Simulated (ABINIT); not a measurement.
Pd, 1 atom in the cell. The structure is cubic, space group Fm-3m (No. 225). Conventional cell: a = 3.893 Å, b = 3.893 Å, c = 3.893 Å, α = 90.00°, β = 90.00°, γ = 90.00°. Pd (site symmetry m-3m) has 12 Pd at 2.75 Å as nearest neighbours. 

| Property | Result |
| --- | --- |
| Program | ABINIT 10.8.3 (patched build) |
| Task | single point |
| Functional | PBEsol |
| Potentials or basis | PseudoDojo NC SR PBEsol v0.4 stringent |
| Cutoff | 1116 eV |
| k mesh | 12 × 12 × 12 |
| Occupations | fermi-dirac, width 0.05 eV |
| Spin | no spin polarisation |

Potentials or basis: PseudoDojo NC SR PBEsol v0.4 stringent.

The run is started by

```console
$ abinit run.abi > log 2>&1
```

Hardware: 1 thread of AMD EPYC 9R45 96-Core Processor (Zen 5) (shared host).

Question: How long does it take, and how much memory?

Answer: It took 12 s on 1 thread of AMD EPYC 9R45 96-Core Processor (Zen 5) (shared host), peak memory 0.08 GiB. Counts: scf iterations 8, mpi ranks 1, k points 72, bands 13, plane waves 1283.
